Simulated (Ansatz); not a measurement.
# Converging the field response of a KI (001) film

Which settings does the induced dipole of a KI (001) film need, and which can be cut?

Program: Ansatz 0.2.0. Level of theory: plane-wave DFT, PBE, Ansatz PAW, in the first sound run; inputs show where later runs differ. Results are calculated unless marked as measured.

**1. The structure**

The cell holds 10 atoms: 5 K and 5 I. Its edges and angles: a = 4.999 Å, b = 4.999 Å, c = 32.140 Å, α = 90.0°, β = 90.0°, γ = 90.0°. It derives from KI (rocksalt KI). Vacuum lies along c.

Coordinates:

```cif
data_structure
_symmetry_space_group_name_H-M 'P 1'
_symmetry_Int_Tables_number 1
_cell_length_a 4.9992
_cell_length_b 4.9992
_cell_length_c 32.1400
_cell_angle_alpha 90.000
_cell_angle_beta 90.000
_cell_angle_gamma 90.000
_cell_volume 803.26
loop_
_atom_site_label
_atom_site_type_symbol
_atom_site_fract_x
_atom_site_fract_y
_atom_site_fract_z
_atom_site_occupancy
K1 K 0.50000 0.50000 0.28002 1
I2 I 0.00000 0.00000 0.28002 1
K3 K 0.00000 0.00000 0.39001 1
I4 I 0.50000 0.50000 0.39001 1
K5 K 0.50000 0.50000 0.50000 1
I6 I 0.00000 0.00000 0.50000 1
K7 K 0.00000 0.00000 0.60999 1
I8 I 0.50000 0.50000 0.60999 1
K9 K 0.50000 0.50000 0.71998 1
I10 I 0.00000 0.00000 0.71998 1
```

**2. Single point, setting first choice**

The first choice: the default cutoff of 420 eV, a 6×6×1 mesh, 18 Å of vacuum, 0.1 V/Å and a tight threshold. Each later run changes one input against this one; other functionals and files bring their own cutoffs.

File input.yaml:

```yaml
crystal:
  lattice:
    - [4.99924494, 0.0, 0.0]
    - [0.0, 4.99924494, 0.0]
    - [0.0, 0.0, 32.14]
  atoms:
    - { symbol: K, position: [0.5, 0.5, 0.2800248911] }
    - { symbol: I, position: [0.0, 0.0, 0.2800248911] }
    - { symbol: K, position: [0.0, 0.0, 0.3900124456] }
    - { symbol: I, position: [0.5, 0.5, 0.3900124456] }
    - { symbol: K, position: [0.5, 0.5, 0.5] }
    - { symbol: I, position: [0.0, 0.0, 0.5] }
    - { symbol: K, position: [0.0, 0.0, 0.6099875544] }
    - { symbol: I, position: [0.5, 0.5, 0.6099875544] }
    - { symbol: K, position: [0.5, 0.5, 0.7199751089] }
    - { symbol: I, position: [0.0, 0.0, 0.7199751089] }
kpoints:
  mp_grid: { grid: [6, 6, 1] }
hamiltonian:
  xc: pbe
scf:
  occupations: { method: fixed }
  convergence: { dr2_threshold: 1.0e-10 }
efield:
  axis: 3
  dipole_correction: true
  ramp_position: 0.97
  ramp_width: 0.06
  amplitude: 0.1
output:
  write_potential: true
  write_density: true
  volumetric_format: npy
```

Command:

```
> ansatz run input.yaml --threads 4 --pin off --max-ram 6144MiB --backend cpu --events-out ev --progress --plain --runs-dir out
```

Numbers of over 12 decimals in the logs are rounded to 6 here.

What it wrote:

```text
Engine: ansatz 0.2.0, x86_64-unknown-linux-gnu
Pseudopotentials: kind: paw
Pseudopotential: K, paw, valence charge 9, recommended cutoff 420 eV (normal), K.paw.azcp
Pseudopotential: I, paw, valence charge 17, recommended cutoff 420 eV (normal), I.paw.azcp
Functional definition: PBE
  parameter kappa = 0.804
  parameter beta = 0.066725
  exchange = pbe_x(kappa = kappa, mu = beta*pi^2/3)
  correlation = pbe_c(beta = beta)
Crystal: 10 atoms, lattice volume = 803.257 Å³
Basis set: ecut = 420 eV, 15823 PW (Γ)
Bands: 78, of which v1, the nominal top of the filled ones, is band 65 counted from 1 (64 counted from 0)
Symmetry: 8 space group operations
k-points: 10 of 36
Non-local potential: K, projectors of the file, l = 0: 3, l = 1: 2, l = 2: 2
Non-local potential: I, projectors of the file, l = 0: 2, l = 1: 2, l = 2: 2, l = 3: 2
PAW form: soft (Blöchl's): semilocal exchange-correlation on the pseudo side does not see the compensation charge
PAW one-centre angular grid: K, 110 points (default); XC on 64 Gauss nodes
PAW one-centre angular grid: I, 590 points (default); XC on 64 Gauss nodes
Initial density: superposition of atomic densities (neutral atoms: chi_scale 0, normalization atom, screened)
Initial wavefunctions: pseudopotential atomic-orbital guess
Functional: x = pbe(κ = 0.804, μ = 0.219515), c = pbe(β = 0.066725)
iter 1 solved again at ethr=1.98e-3 eV; its pass at ethr=3.10e-3 eV (dr2=2.57e0 eV) is discarded
SCF iter   1: F=—  HF=-45268.932490 eV  |F-HF|=—  |Δ(HF+E_count)|=         —  Δρ=9.30e-3  dr2=2.56e0  ethr=1.98e-3  p=0.238 e·Å  D=5.36e-2 V/Å  ΔV_dip=-1.72 eV  dr2_dipole=4.99e-3  V_vac-E_F(+/−)=8.35/7.12 eV  ⟨swp⟩=1.5  Hψ=3869  notcnv=0  defer=79
efield: sawtooth ramp at fractional position 0.9700 (set: `efield.ramp_position`, or a place that a band, a saddle search or an elastic batch's reference lends), width 0.0600; the density the first Hamiltonian is built on has a dipole p = 0.238 e·Å; the dipole correction subtracts the counter field D = 5.36e-2 V/Å, which shifts the + side's vacuum level by -1.72 eV against the − side's; the planar-averaged density in the ramp window peaks in size at 1.9e-6 e/Å³
preconditioner: auto → Resta (q_TF=auto, 2.014 Å⁻¹)  ε∞=1.7  [insulator: Δε(μ)=4.373 eV  Ē_g=13.113 eV  n_scr=124 (ndim 8)  ℏωp=11.0 eV  f_vac=0.436  ε∞_Penn≈1.7  vacuum switching on, ρ_ref=1.2e-2 e/Å³]
SCF iter   2: F=—  HF=-45268.206064 eV  |F-HF|=—  |Δ(HF+E_count)|=   7.26e-1  Δρ=4.12e-3  dr2=3.40e-1  ethr=1.97e-3  p=0.169 e·Å  D=3.80e-2 V/Å  ΔV_dip=-1.22 eV  dr2_dipole=4.35e-7  V_vac-E_F(+/−)=6.97/5.24 eV  ⟨swp⟩=4.5  Hψ=1318  notcnv=0  defer=104  κ⁻¹=1.0e0(r=1)
SCF iter   3: F=—  HF=-45268.188462 eV  |F-HF|=—  |Δ(HF+E_count)|=   1.76e-2  Δρ=2.03e-3  dr2=3.62e-2  ethr=2.62e-4  p=0.167 e·Å  D=3.75e-2 V/Å  ΔV_dip=-1.21 eV  dr2_dipole=1.02e-5  V_vac-E_F(+/−)=6.40/4.65 eV  ⟨swp⟩=3.6  Hψ=1142  notcnv=0  defer=106  κ⁻¹=3.7e-2(r=2)
SCF iter   4: F=—  HF=-45268.207623 eV  |F-HF|=—  |Δ(HF+E_count)|=   1.92e-2  Δρ=6.66e-4  dr2=2.87e-3  ethr=2.79e-5  p=0.162 e·Å  D=3.64e-2 V/Å  ΔV_dip=-1.17 eV  dr2_dipole=1.98e-6  V_vac-E_F(+/−)=6.23/4.45 eV  ⟨swp⟩=3.8  Hψ=929  notcnv=0  defer=110  κ⁻¹=4.5e-3(r=3)
SCF iter   5: F=—  HF=-45268.210666 eV  |F-HF|=—  |Δ(HF+E_count)|=   3.04e-3  Δρ=1.48e-4  dr2=1.24e-4  ethr=2.21e-6  p=0.163 e·Å  D=3.67e-2 V/Å  ΔV_dip=-1.18 eV  dr2_dipole=1.47e-7  V_vac-E_F(+/−)=6.20/4.42 eV  ⟨swp⟩=3.2  Hψ=1100  notcnv=0  defer=110  κ⁻¹=1.9e-4(r=4)
SCF iter   6: F=—  HF=-45268.210826 eV  |F-HF|=—  |Δ(HF+E_count)|=   1.59e-4  Δρ=4.52e-5  dr2=1.40e-5  ethr=9.57e-8  p=0.162 e·Å  D=3.66e-2 V/Å  ΔV_dip=-1.18 eV  dr2_dipole=5.34e-8  V_vac-E_F(+/−)=6.20/4.43 eV  ⟨swp⟩=2.4  Hψ=1430  notcnv=0  defer=110  κ⁻¹=1.7e-5(r=5)
SCF iter   7: F=—  HF=-45268.210851 eV  |F-HF|=—  |Δ(HF+E_count)|=   2.48e-5  Δρ=1.45e-5  dr2=1.50e-6  ethr=1.08e-8  p=0.163 e·Å  D=3.67e-2 V/Å  ΔV_dip=-1.18 eV  dr2_dipole=1.95e-9  V_vac-E_F(+/−)=6.21/4.43 eV  ⟨swp⟩=2.6  Hψ=1221  notcnv=0  defer=110  κ⁻¹=1.5e-6(r=6)
SCF iter   8: F=—  HF=-45268.211082 eV  |F-HF|=—  |Δ(HF+E_count)|=   2.31e-4  Δρ=3.25e-6  dr2=7.94e-8  ethr=1.15e-9  p=0.163 e·Å  D=3.67e-2 V/Å  ΔV_dip=-1.18 eV  dr2_dipole=2.80e-11  V_vac-E_F(+/−)=6.21/4.43 eV  ⟨swp⟩=2.0  Hψ=1425  notcnv=0  defer=107  κ⁻¹=1.1e-7(r=7)
SCF iter   9: F=—  HF=-45268.211082 eV  |F-HF|=—  |Δ(HF+E_count)|=   9.43e-8  Δρ=1.35e-6  dr2=6.83e-9  ethr=6.11e-11  p=0.163 e·Å  D=3.67e-2 V/Å  ΔV_dip=-1.18 eV  dr2_dipole=1.29e-11  V_vac-E_F(+/−)=6.21/4.43 eV  ⟨swp⟩=2.0  Hψ=1074  notcnv=0  defer=107  κ⁻¹=1.2e-8(r=8)
SCF iter  10: F=—  HF=-45268.211082 eV  |F-HF|=—  |Δ(HF+E_count)|=   1.32e-8  Δρ=4.59e-7  dr2=7.86e-10  ethr=5.25e-12  p=0.163 e·Å  D=3.67e-2 V/Å  ΔV_dip=-1.18 eV  dr2_dipole=7.28e-13  V_vac-E_F(+/−)=6.21/4.43 eV  ⟨swp⟩=2.0  Hψ=944  notcnv=0  defer=107  κ⁻¹=8.4e-9(r=8)
SCF iter  11: F=-45268.211082 eV  HF=-45268.211082 eV  |F-HF|=1.16e-10  |Δ(HF+E_count)|=   1.56e-9  Δρ=8.38e-8  dr2=2.81e-11  ethr=1.00e-12  p=0.163 e·Å  D=3.67e-2 V/Å  ΔV_dip=-1.18 eV  dr2_dipole=2.09e-14  V_vac-E_F(+/−)=6.21/4.43 eV  ⟨swp⟩=22.3  Hψ=5283  notcnv=0
SCF 1 converged in 11 iterations: F = -45268.211082 eV  dr2 = 2.81e-11
  greatest PAW one-centre occupation: 0.999 electrons in one spin orbital (limit 2), on the I atom at site 3 (counted from 0), in its partial waves of l = 2
WARN: The output density's exchange-correlation potential varies sharply where the density is thin. Do not read a vacuum level from v_tot or v_xc, or from such a field of the output density. On a cell that repeats whose density bears no net charge and no dipole along the vacuum's axis use v_es (v_loc + v_h of the components); under efield.dipole_correction with no amplitude use v_es + v_field, which holds any externa [...]
SCF converged after 11 iterations
Stability not checked: this state was not tested for a lower state beside it, because the mixer in use, unlike msr1, does not test its closes by its own steps (another_mixer; see scf.mixing.algorithm and scf.lower_state_search)
Free energy (F): -45268.211082 eV
Harris-Foulkes:  -45268.211082 eV  (|F-HF|=1.16e-10)
Internal energy: -45268.211082 eV  (E = F + TS)
E sigma→0 (E₀):  -45268.211082 eV
Fermi energy:    -1.071553 eV
Dipole field:    D = 0.036661 V/Å  (p = 0.162740 e·Å, saw-weighted, corrected)
Work function:   not extracted (applied field tilts the vacuum); planar V_es + V_field profile in the machine report
Levels:          The Fermi level and band energies are counted from a zero that moves with the ramp; work functions are not
--- Per-component energies (eV) ---
  E_band       = -3061.887131
  E_kinetic    = 2214.288119
  E_local      = -83331.733752  (includes V_loc(G=0)·N_el)
  E_nonlocal   = -387.102660
  E_hartree    = 41073.112376
  E_xc         = -1316.776997
  E_vxc        = -1468.122645  (∫ρ·V_xc dr)
  E_paw        = -27995.141928  (= ΣΔE_a)
  E_vpaw       = -2235.431000  (= ΣTr[D̂ρ^β])
  E_aug_tail   = -0.000029  (compensation charges beyond the density's cutoff)
  E_efield     = -0.013291  (sawtooth field / dipole correction)
  E_vefield    = -0.010308  (∫n·V_field dr)
  E_ewald      = 24475.157079
  E_smearing   = -0.000000  (= −TS)
  E_closure    = 0.000000  (closes the sum)
  Σ components = -45268.211082   (vs F -45268.211082, Δ=0.00e0)
--- Band table (eV; the first three rows and the last of 10) ---
  k-point 0: bands = [... 61 lower, -1.2625, -1.2170, -1.0716, -1.0716, 2.5412, 3.0244, 3.4430, 3.7095, ... 9 higher]
  k-point 1: bands = [... 61 lower, -1.3029, -1.2892, -1.1861, -1.1198, 2.8529, 3.3728, 3.6814, 4.0082, ... 9 higher]
  k-point 2: bands = [... 61 lower, -1.4332, -1.3794, -1.2463, -1.2136, 3.4384, 4.0859, 4.1083, 4.3148, ... 9 higher]
  k-point 9: bands = [... 61 lower, -1.5681, -1.5108, -1.5108, -1.2336, 3.8460, 3.8460, 4.2229, 4.3490, ... 9 higher]
```

Wall time 6.7 s (4 threads of AMD EPYC 9R45, shared host); peak memory 1.8 GiB; 26 s of CPU time.

The column dr2 measures how far the density is from self-consistency, as an energy; F and HF (Harris–Foulkes) agree once it is small.

This step gave:

```
gap on the k-mesh                       : 3.613 eV
dipole along the normal                 : 0.1627 e·Å
equivalent conductor thickness p/(ε₀AE) : 11.78 Å
```

Running mean over 3.535 Å of the planar mean, with the applied field; the ramp of the sawtooth is left out. The electron's electrostatic potential energy less the highest filled level by z:

| z (Å) | electron's electrostatic potential energy less the highest filled level (eV) |
| --- | --- |
| 4 | 4.73 |
| 5 | 4.82 |
| 6 | 4.79 |
| 7 | 3.51 |
| 8 | 1.52 |
| 9 | 1.17 |
| 10 | 1.25 |
| 11 | 1.32 |
| 12 | 1.37 |
| 13 | 1.40 |
| 14 | 1.43 |
| 15 | 1.46 |
| 16 | 1.49 |
| 17 | 1.53 |
| 18 | 1.56 |
| 19 | 1.60 |
| 20 | 1.64 |
| 21 | 1.67 |
| 22 | 1.68 |
| 23 | 1.66 |
| 24 | 1.93 |
| 25 | 3.87 |
| 26 | 5.56 |
| 27 | 5.84 |
| 28 | 5.96 |

The dipole corresponds to a conductor 11.783 Å thick.

**3. Single point, box 32.1 Å**

Edit input.yaml of step 2 so:

```diff
@@ -29,2 +29,4 @@
   amplitude: 0.1
+basis:
+  ecutwfc: "250 eV"
 output:
```

What it wrote:

```text
Warning: basis.ecutwfc = 250 eV is below the records' recommended 420 eV, and the density's cutoff is lower with it unless basis.ecutrho_ratio is high enough to keep the records' density cutoff: compare with a run at a higher cutoff
[...]
Crystal: 10 atoms, lattice volume = 803.257 Å³
Basis set: ecut = 250 eV, 7251 PW (Γ)
[...]
k-point 0: bands = [... 61 lower, -1.2662, -1.2190, -1.0736, -1.0736, 2.5265, 3.0087, 3.4105, 3.7117, ... 9 higher]
  k-point 1: bands = [... 61 lower, -1.3073, -1.2928, -1.1892, -1.1236, 2.8368, 3.3570, 3.6483, 3.9457, ... 9 higher]
  k-point 2: bands = [... 61 lower, -1.4366, -1.3831, -1.2495, -1.2162, 3.4222, 4.0732, 4.0960, 4.2932, ... 9 higher]
  k-point 9: bands = [... 61 lower, -1.5719, -1.5131, -1.5131, -1.2367, 3.8497, 3.8497, 4.2291, 4.3570, ... 9 higher]
[key lines of the parts left out:]
SCF converged after 11 iterations
Free energy (F): -45262.785641 eV
Fermi energy:    -1.073599 eV
Dipole field:    D = 0.036658 V/Å  (p = 0.162729 e·Å, saw-weighted, corrected)
```

Elapsed: 3.1 s, on 4 threads; peak memory 0.99 GiB; 12 s of CPU time.

The dipole corresponds to a conductor 11.782 Å thick, -0.01 % from the first choice, at 0.45 times its CPU time.

**4. Single point, box 32.1 Å (run 2)**

Edit input.yaml of step 3 so:

```diff
@@ -30,3 +30,3 @@
 basis:
-  ecutwfc: "250 eV"
+  ecutwfc: "330 eV"
 output:
```

What it wrote:

```text
[...]
Crystal: 10 atoms, lattice volume = 803.257 Å³
Basis set: ecut = 330 eV, 11039 PW (Γ)
Bands: 78, of which v1, the nominal top of the filled ones, is band 65 counted from 1 (64 counted from 0)
Symmetry: 8 space group operations
k-points: 10 of 36
[...]
k-point 0: bands = [... 61 lower, -1.2622, -1.2167, -1.0714, -1.0714, 2.5405, 3.0241, 3.4417, 3.7100, ... 9 higher]
  k-point 1: bands = [... 61 lower, -1.3025, -1.2889, -1.1858, -1.1197, 2.8518, 3.3725, 3.6801, 4.0061, ... 9 higher]
  k-point 2: bands = [... 61 lower, -1.4327, -1.3789, -1.2461, -1.2134, 3.4369, 4.0862, 4.1079, 4.3145, ... 9 higher]
  k-point 9: bands = [... 61 lower, -1.5675, -1.5105, -1.5105, -1.2335, 3.8468, 3.8468, 4.2232, 4.3497, ... 9 higher]
[key lines of the parts left out:]
SCF converged after 11 iterations
Free energy (F): -45268.144853 eV
Fermi energy:    -1.071446 eV
Dipole field:    D = 0.036659 V/Å  (p = 0.162731 e·Å, saw-weighted, corrected)
```

The job ended after 4.5 s (4 threads; peak memory 1.3 GiB).

The dipole corresponds to a conductor 11.782 Å thick, -0.01 % from the first choice, at 0.67 times its CPU time.

**5. Run, box 32.1 Å**

Edit input.yaml of step 4 so:

```diff
@@ -30,3 +30,3 @@
 basis:
-  ecutwfc: "330 eV"
+  ecutwfc: "600 eV"
 output:
```

What it wrote:

```text
[...]
Crystal: 10 atoms, lattice volume = 803.257 Å³
Basis set: ecut = 600 eV, 26641 PW (Γ)
Bands: 78, of which v1, the nominal top of the filled ones, is band 65 counted from 1 (64 counted from 0)
Symmetry: 8 space group operations
k-points: 10 of 36
[...]
k-point 0: bands = [... 61 lower, -1.2625, -1.2170, -1.0716, -1.0716, 2.5407, 3.0240, 3.4428, 3.7093, ... 9 higher]
  k-point 1: bands = [... 61 lower, -1.3028, -1.2892, -1.1861, -1.1198, 2.8522, 3.3724, 3.6813, 4.0093, ... 9 higher]
  k-point 2: bands = [... 61 lower, -1.4331, -1.3793, -1.2464, -1.2137, 3.4375, 4.0857, 4.1079, 4.3147, ... 9 higher]
  k-point 9: bands = [... 61 lower, -1.5680, -1.5108, -1.5108, -1.2337, 3.8459, 3.8459, 4.2223, 4.3489, ... 9 higher]
[key lines of the parts left out:]
SCF converged after 11 iterations
Free energy (F): -45268.215876 eV
Fermi energy:    -1.071587 eV
Dipole field:    D = 0.036661 V/Å  (p = 0.162743 e·Å, saw-weighted, corrected)
```

The job ended after 11 s (4 threads; peak memory 2.8 GiB; 44 s of CPU time).

The dipole corresponds to a conductor 11.783 Å thick, +0.00 % from the first choice, at 1.7 times its CPU time.

**6. Run, box 32.1 Å (run 2)**

Edit input.yaml of step 5 so:

```diff
@@ -17,3 +17,3 @@
 kpoints:
-  mp_grid: { grid: [6, 6, 1] }
+  mp_grid: { grid: [1, 1, 1] }
 hamiltonian:
@@ -29,4 +29,2 @@
   amplitude: 0.1
-basis:
-  ecutwfc: "600 eV"
 output:
```

What it wrote:

```text
[...]
Crystal: 10 atoms, lattice volume = 803.257 Å³
Basis set: ecut = 420 eV, 15823 PW (Γ)
Bands: 78, of which v1, the nominal top of the filled ones, is band 65 counted from 1 (64 counted from 0)
Symmetry: 8 space group operations
k-points: 1
[...]
Internal energy: -45261.696534 eV  (E = F + TS)
E sigma→0 (E₀):  -45261.696534 eV
Fermi energy:    -0.805318 eV
Dipole field:    D = 0.039478 V/Å  (p = 0.175247 e·Å, saw-weighted, corrected)
Work function:   not extracted (applied field tilts the vacuum); planar V_es + V_field profile in the machine report
[...]
--- Band table (eV) ---
  k-point 0: bands = [... 61 lower, -1.0169, -1.0077, -0.8053, -0.8053, 2.5984, 3.0518, 3.4928, 3.8106, ... 9 higher]
[key lines of the parts left out:]
SCF converged after 11 iterations
Free energy (F): -45261.696534 eV
```

The job ended after 0.89 s (4 threads; peak memory 0.65 GiB; 2.8 s of CPU time).

The dipole corresponds to a conductor 12.688 Å thick, +7.68 % from the first choice, at 0.11 times its CPU time.

**7. Run, box 32.1 Å (run 3)**

Edit input.yaml of step 6 so:

```diff
@@ -17,3 +17,3 @@
 kpoints:
-  mp_grid: { grid: [1, 1, 1] }
+  mp_grid: { grid: [2, 2, 1] }
 hamiltonian:
```

What it wrote:

```text
[...]
Crystal: 10 atoms, lattice volume = 803.257 Å³
Basis set: ecut = 420 eV, 15823 PW (Γ)
Bands: 78, of which v1, the nominal top of the filled ones, is band 65 counted from 1 (64 counted from 0)
Symmetry: 8 space group operations
k-points: 3 of 4
[...]
--- Band table (eV) ---
  k-point 0: bands = [... 61 lower, -1.2314, -1.1863, -1.0368, -1.0368, 2.5561, 3.0396, 3.4570, 3.7380, ... 9 higher]
  k-point 1: bands = [... 61 lower, -1.4529, -1.3874, -1.2516, -1.2249, 3.9896, 4.1694, 4.4361, 4.5142, ... 9 higher]
  k-point 2: bands = [... 61 lower, -1.5431, -1.4777, -1.4777, -1.2006, 3.8584, 3.8584, 4.2295, 4.3604, ... 9 higher]
[key lines of the parts left out:]
SCF converged after 11 iterations
Free energy (F): -45267.942294 eV
Fermi energy:    -1.036759 eV
Dipole field:    D = 0.036846 V/Å  (p = 0.163563 e·Å, saw-weighted, corrected)
```

The job ended after 1.6 s (4 threads; peak memory 1.2 GiB).

The dipole corresponds to a conductor 11.842 Å thick, +0.51 % from the first choice, at 0.22 times its CPU time.

**8. Single point, box 32.1 Å (run 3)**

Edit input.yaml of step 7 so:

```diff
@@ -17,3 +17,3 @@
 kpoints:
-  mp_grid: { grid: [2, 2, 1] }
+  mp_grid: { grid: [3, 3, 1] }
 hamiltonian:
```

What it wrote:

```text
[...]
Crystal: 10 atoms, lattice volume = 803.257 Å³
Basis set: ecut = 420 eV, 15823 PW (Γ)
Bands: 78, of which v1, the nominal top of the filled ones, is band 65 counted from 1 (64 counted from 0)
Symmetry: 8 space group operations
k-points: 3 of 9
[...]
--- Band table (eV) ---
  k-point 0: bands = [... 61 lower, -1.2593, -1.2139, -1.0679, -1.0679, 2.5428, 3.0261, 3.4446, 3.7125, ... 9 higher]
  k-point 1: bands = [... 61 lower, -1.4302, -1.3763, -1.2430, -1.2100, 3.4393, 4.0879, 4.1097, 4.3169, ... 9 higher]
  k-point 2: bands = [... 61 lower, -1.5608, -1.4713, -1.4189, -1.2305, 3.9468, 4.1117, 4.4906, 4.5960, ... 9 higher]
[key lines of the parts left out:]
SCF converged after 11 iterations
Free energy (F): -45268.193854 eV
Fermi energy:    -1.067906 eV
Dipole field:    D = 0.036674 V/Å  (p = 0.162797 e·Å, saw-weighted, corrected)
```

Elapsed: 2.6 s, on 4 threads; peak memory 1.2 GiB.

The dipole corresponds to a conductor 11.787 Å thick, +0.04 % from the first choice, at 0.37 times its CPU time.

**9. Single point, box 32.1 Å (run 4)**

Edit input.yaml of step 8 so:

```diff
@@ -17,3 +17,3 @@
 kpoints:
-  mp_grid: { grid: [3, 3, 1] }
+  mp_grid: { grid: [12, 12, 1] }
 hamiltonian:
```

What it wrote:

```text
[...]
Crystal: 10 atoms, lattice volume = 803.257 Å³
Basis set: ecut = 420 eV, 15823 PW (Γ)
Bands: 78, of which v1, the nominal top of the filled ones, is band 65 counted from 1 (64 counted from 0)
Symmetry: 8 space group operations
k-points: 28 of 144
[...]
k-point 0: bands = [... 61 lower, -1.2626, -1.2170, -1.0716, -1.0716, 2.5412, 3.0244, 3.4430, 3.7095, ... 9 higher]
  k-point 1: bands = [... 61 lower, -1.2735, -1.2007, -1.1313, -1.0846, 2.6302, 3.1200, 3.5104, 3.7999, ... 9 higher]
  k-point 2: bands = [... 61 lower, -1.3029, -1.2892, -1.1861, -1.1198, 2.8529, 3.3728, 3.6814, 4.0082, ... 9 higher]
  k-point 27: bands = [... 61 lower, -1.5681, -1.5108, -1.5108, -1.2336, 3.8460, 3.8460, 4.2228, 4.3490, ... 9 higher]
[key lines of the parts left out:]
SCF converged after 11 iterations
Free energy (F): -45268.211103 eV
Fermi energy:    -1.071566 eV
Dipole field:    D = 0.036661 V/Å  (p = 0.162740 e·Å, saw-weighted, corrected)
```

It took 20 s on 4 threads; peak memory 2.8 GiB.

The dipole corresponds to a conductor 11.783 Å thick, -0.00 % from the first choice, at 3.0 times its CPU time.

(Part 1 of 3 ends here.)

[Logs are printed without paths, hosts, clocks, repeated set-up lines and the standing remarks that a program may print on its own settings, such as how far it seeks lower states.]

[Hosts, paths, dates, database ids (printed as entryN), source tags and the programs' standing remarks are cut or masked in the printed files.]

[Maps of the electrostatic potential energy from Ansatz leave out the sawtooth potential of an applied field or a dipole correction, so their vacuum need not be flat; planar profiles and work functions include it.]
